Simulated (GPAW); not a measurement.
# Si2Mo (I4/mmm) in GPAW: reference runs

Aim: a first look at Si2Mo with PBE, on the cell as given.

Program: GPAW 26.7.0. These are calculated values, not measurements. Logs are shortened: lines on timing, memory, paths and dates and some standing lists are left out, and cuts for length are marked. The log counts tension as positive stress, the text compression.

## Step 1: The crystal as given

Symmetry: I4/mmm, No. 139, tetragonal system. Conventional cell: a = 3.200 Å, b = 3.200 Å, c = 7.861 Å, α = 90.00°, β = 90.00°, γ = 90.00°. Around Mo (site symmetry 4/mmm) lie 10 Si at 2.62 Å. Around Si (site symmetry 4mm) lie 5 Si at 2.61 to 2.63 Å and 5 Mo at 2.62 Å.

## Step 2: Single point, PBE

File run.py:

```python
from ase import Atoms
from ase.dft.bandgap import bandgap
from ase.io import write
from ase.units import Bohr, GPa
from gpaw import GPAW, PW
from gpaw.elf import elf_from_dft_calculation

atoms = Atoms(['Mo', 'Si', 'Si'],
              cell=[[-1.6, 1.6, 3.9305],
                    [1.6, -1.6, 3.9305],
                    [1.6, 1.6, -3.9305]],
              scaled_positions=[[0.0, 0.0, 0.0],
                                [0.667, 0.667, 0.0],
                                [0.333, 0.333, 0.0]],
              pbc=True)

calc = GPAW(mode=PW(600),
            xc='PBE',
            kpts={'size': (12, 12, 12), 'gamma': True},
            occupations={'name': 'fermi-dirac', 'width': 0.05},
            nbands=23,
            convergence={'density': 1e-05, 'energy': 1e-05},
            maxiter=150,
            txt='gpaw.txt')
atoms.calc = calc
energy = atoms.get_potential_energy()
forces = atoms.get_forces()
stress = atoms.get_stress()
calc.write('gs.gpw')
write('result.traj', atoms)
print(f'Energy: {energy:.6f} eV')
print('Forces (eV/A):')
print(forces.round(4))
print('Stress (GPa):', (stress / GPa).round(3))
print('Fermi level:', round(calc.get_fermi_level(), 4), 'eV')
print(f'Gap: {bandgap(calc)[0]:.4f} eV, direct: {bandgap(calc, direct=True)[0]:.4f} eV')

# fields on the real-space grid
write('density.cube', atoms, data=calc.get_pseudo_density() * Bohr**3)
write('potential.cube', atoms, data=calc.get_electrostatic_potential())
write('elf.cube', atoms, data=elf_from_dft_calculation(calc).data)
```

Potentials or basis: GPAW PAW data sets (gpaw-data 1.2.1), pw.

On the command line:

```
> OMP_NUM_THREADS=1 python run.py
```

gpaw.txt:

```text
__  _  _
 | _ |_)|_||  |
 |__||  | ||/\| - 26.7.0

Input parameters:
  mode=PW(ecut=600.0),
  convergence={'density': 1e-05, 'energy': 1e-05},
  kpts=MonkhorstPack(size=(12, 12, 12), gamma=True),
  maxiter=150,
  nbands=23,
  occupations=Occupations(name='fermi-dirac', width=0.05),
  xc=XC(name='PBE')

Diagonalizing LCAO Hamiltonian
Converting LCAO to pw mode

       Si

       Si

       Mo

Atoms  # Å, Bohr magnetons
|   | symbol |         x |         y |        z |    initial magnetic moments |
|---|--------|-----------|-----------|----------|-----------------------------|
| 0 |     Mo |  0.000000 |  0.000000 | 0.000000 | ( 0.0000,  0.0000,  0.0000) |
| 1 |     Si | -0.000000 |  0.000000 | 5.243287 | ( 0.0000,  0.0000,  0.0000) |
| 2 |     Si |  0.000000 | -0.000000 | 2.617713 | ( 0.0000,  0.0000,  0.0000) |

Unit cell  # Å
| periodic |         x |         y |         z |  lengths |     angles |
|----------|-----------|-----------|-----------|----------|------------|
|      yes | -1.600000 |  1.600000 |  3.930500 | 4.535287 | 138.683989 |
|      yes |  1.600000 | -1.600000 |  3.930500 | 4.535287 | 138.683989 |
|      yes |  1.600000 |  1.600000 | -3.930500 | 4.535287 |  59.857036 |

Number of symmetries: 16
Symmetry operations  # r_c * U_cc + t_c -> r_c
|    | kind |            matrix            |
|----|------|------------------------------|
|  0 |  σ   |  1, 1, 1,  0, 0,-1,  0,-1, 0 |
|  1 |  C4  |  1, 1, 1,  0, 0,-1, -1, 0, 0 |
|  2 |  E   |  1, 0, 0,  0, 1, 0,  0, 0, 1 |
|  3 |  σ   |  1, 0, 0,  0, 1, 0, -1,-1,-1 |
|  4 |  σ   |  0, 1, 0,  1, 0, 0,  0, 0, 1 |
|  5 |  C2  |  0, 1, 0,  1, 0, 0, -1,-1,-1 |
|  6 |  C2  |  0, 0, 1, -1,-1,-1,  1, 0, 0 |
|  7 |  S4  |  0, 0, 1, -1,-1,-1,  0, 1, 0 |
|  8 |  C4  |  0, 0,-1,  1, 1, 1,  0,-1, 0 |
|  9 |  σ   |  0, 0,-1,  1, 1, 1, -1, 0, 0 |
| 10 |  σ   |  0,-1, 0, -1, 0, 0,  1, 1, 1 |
| 11 |  C2  |  0,-1, 0, -1, 0, 0,  0, 0,-1 |
| 12 |  C2  | -1, 0, 0,  0,-1, 0,  1, 1, 1 |
| 13 |  i   | -1, 0, 0,  0,-1, 0,  0, 0,-1 |
| 14 |  S4  | -1,-1,-1,  0, 0, 1,  1, 0, 0 |
| 15 |  C2  | -1,-1,-1,  0, 0, 1,  0, 1, 0 |

BZ-sampling:
  Number of BZ points: 1728
  Number of IBZ points: 163

  Monkhorst-Pack size: [12, 12, 12]
  Monkhorst-Pack shift: [0.041666666666666664, 0.041666666666666664, 0.041666666666666664]

K-points  # in reciprocal-cell coordinates
|     |                                coordinates |     weight |
|-----|--------------------------------------------|------------|
|   0 | ( -0.00000000,  -0.00000000,  -0.00000000) | 0.00057870 |
|   1 | (  0.08333333,  -0.08333333,  -0.00000000) | 0.00231481 |
|   2 | (  0.08333333,  -0.08333333,   0.08333333) | 0.00231481 |
|   3 | (  0.08333333,  -0.00000000,  -0.00000000) | 0.00462963 |
|   4 | (  0.08333333,   0.08333333,  -0.08333333) | 0.00115741 |
|   5 | (  0.16666667,  -0.16666667,  -0.00000000) | 0.00231481 |
|   6 | (  0.16666667,  -0.16666667,   0.08333333) | 0.00462963 |
|   7 | (  0.16666667,  -0.16666667,   0.16666667) | 0.00231481 |
|   8 | (  0.16666667,  -0.08333333,  -0.00000000) | 0.00925926 |
|   9 | (  0.16666667,  -0.08333333,   0.08333333) | 0.00462963 |
| ... |                                            |            |
| 162 | (  0.50000000,   0.50000000,   0.50000000) | 0.00057870 |

Plane wave coefficients: 1362
Cutoff: 600.0 eV

Spin-components: 1 (collinear spins)
Bands:           23
Projectors:      16
Spin-degeneracy: 2
Datatype:        complex128

Density:
  Valence electrons: 22.0
  Components: 1
  Grid points: [27 27 27]
  Charge: 0.0  # |e|

Potential:
  Grid points: [27 27 27]

species:
  Mo:
    name:    Molybdenum
    Z:       42.0
    valence: 14
    core:    28
    charge:  0.0  # [|e|]
    compensation charges:
      type: gauss
      rc: 0.38  # [Å]
      lmax: 2
    cutoffs:
      filter: 2.16  # [Å]
      core: 1.42  # [Å]
    projectors
    | kind |    occ | energy [eV] | rcut [Å] |
    |------|--------|-------------|----------|
    |   4s |  2.000 |     -64.307 |    1.238 |
    |   5s |  1.000 |      -4.084 |    1.238 |
    |   4p |  6.000 |     -38.491 |    1.296 |
    |   5p |  0.000 |      -1.044 |    1.296 |
    |   4d |  5.000 |      -3.754 |    1.296 |
    |    d |        |      23.458 |    1.296 |

    Using partial waves for Mo as LCAO basis

  Si:
    name:    Silicon
    Z:       14.0
    valence: 4
    core:    10
    charge:  0.0  # [|e|]
    compensation charges:
      type: gauss
      rc: 0.33  # [Å]
      lmax: 2
    cutoffs:
      filter: 1.86  # [Å]
      core: 2.06  # [Å]
    projectors
    | kind |    occ | energy [eV] | rcut [Å] |
    |------|--------|-------------|----------|
    |   3s |  2.000 |     -10.812 |    1.058 |
    |   3p |  2.000 |      -4.081 |    1.058 |
    |    s |        |      16.399 |    1.058 |
    |    p |        |      23.130 |    1.058 |
    |    d |        |       0.000 |    1.058 |

    Using partial waves for Si as LCAO basis

Reference energy: -125906.761132  # eV

eigensolver:
  PPCG
  Converge bands: occupied
  niter=2

density mixing:
  MSR1-Mixer
  Pratt-step length: 0.05
  Maximum mixing coefficient: 0.75
  Old densities: 10
  SVD Regularization: 0.005
  Good broyden scale: 1.0
  Trust region scale: 1.0
  Backstep threshold: 4.0
  History deletion threshold: 6.0
  Fourier metric: weight=20.0, sigma=0.015

occupation numbers:
  Fermi-Dirac:
    width: 0.0500  # eV

poisson solver:
  ecut: 4800.0  # eV

xc functional:
  name: PBE with 2 nearest neighbor stencil

convergence criteria:
- Maximum integral of absolute [dens]ity change: 1e-05 electrons / valence electron
- Maximum [total energy] change in last 3 cyles: 1e-05 eV / valence electron
- Maximum integral of absolute [eigenst]ate change: 4e-08 eV^2 / valence electron
maximum number of iterations: 150

SCF iterations
|iter     | |      energy | eigst |  dens |
|---------|-|-------------|-------|-------|
|iter:   1| |  -24.612312 | +0.48 |       |
|iter:   2| |  -24.246213 | -1.98 | -0.98 |
|iter:   3| |  -23.524729 | -1.33 | -1.04 |
|iter:   4| |  -23.513714 | -2.81 | -1.49 |
|iter:   5| |  -23.512950 | -2.96 | -1.74 |
|iter:   6| |  -23.513189 | -4.26 | -2.36 |
|iter:   7| |  -23.513254 | -5.49 | -3.03 |
|iter:   8| |  -23.513254c| -7.10 | -3.91 |
|iter:   9| |  -23.513254c| -8.32c| -4.49 |
|iter:  10| |  -23.513254c| -9.42c| -5.58c|

Converged in 10 steps
Energy contributions relative to reference atoms: (reference = -125906.761132)

Energy contributions:
  Kinetic:           1.240150
  Coulomb:          -1.827318
  Zero:             -0.297327
  External:          0.000000
  Xc:              -22.627629
  Entropy:          -0.002260
  Spinorbit:         0.000000
  ----------------------------
  Free energy:     -23.514384
  Extrapolated:    -23.513254

dipole moment: (-12.902349, -12.902349, 2.406414)  # |e|*Ang

Fermi level: 12.129
Eigenvalues  # (at kpt = [-0.000, -0.000, -0.000])
| band index |      eig [eV] | occ [0-2] |
|------------|---------------|-----------|
|          0 |       -48.667 |     2.000 |
|        ... |               |           |
|          2 |       -22.766 |     2.000 |
|          3 |       -22.766 |     2.000 |
|          4 |        -1.334 |     2.000 |
|          5 |         5.814 |     2.000 |
|          6 |         8.643 |     2.000 |
|          7 |         9.129 |     2.000 |
|          8 |         9.482 |     2.000 |
|          9 |         9.482 |     2.000 |
|         10 |        12.534 |     0.001 |
|         11 |        15.206 |     0.000 |
|         12 |        15.240 |     0.000 |
|         13 |        15.759 |     0.000 |
|         14 |        15.759 |     0.000 |
|         15 |        16.149 |     0.000 |
|         16 |        17.113 |     0.000 |
|         17 |        17.113 |     0.000 |
|        ... |               |           |
|         22 |        27.121 |     0.000 |

No gap
No difference between direct/indirect transitions

Forces  # eV/Ang
|       x |       y |        z |
|---------|---------|----------|
| 0.00000 | 0.00000 |  0.00000 |  # Mo   0
| 0.00000 | 0.00000 | -0.26471 |  # Si   1
| 0.00000 | 0.00000 |  0.26471 |  # Si   2

Stress tensor  # eV/Ang^3
|         x |         y |         z |
|-----------|-----------|-----------|
| -0.019912 |  0.000000 |  0.000000 |
|  0.000000 | -0.019912 |  0.000000 |
|  0.000000 |  0.000000 | -0.013268 |

# Writing to gs.gpw (mode='')
```

Run time: 2.8 min. Hardware: 1 thread of Arm Neoverse V1, shared host; peak memory 0.28 GiB.

Results:

```yaml
Free_energy: -23.5144 eV
Pressure: 2.8 GPa
Largest_force: 0.265 eV/Å
Band_gap_on_the_k_mesh: none (metal or under the smearing width)
```

Forces on the atoms (eV/Å):
```
Mo   0.000  0.000  0.000
Si   0.000  0.000 -0.265
Si   0.000  0.000  0.265
```
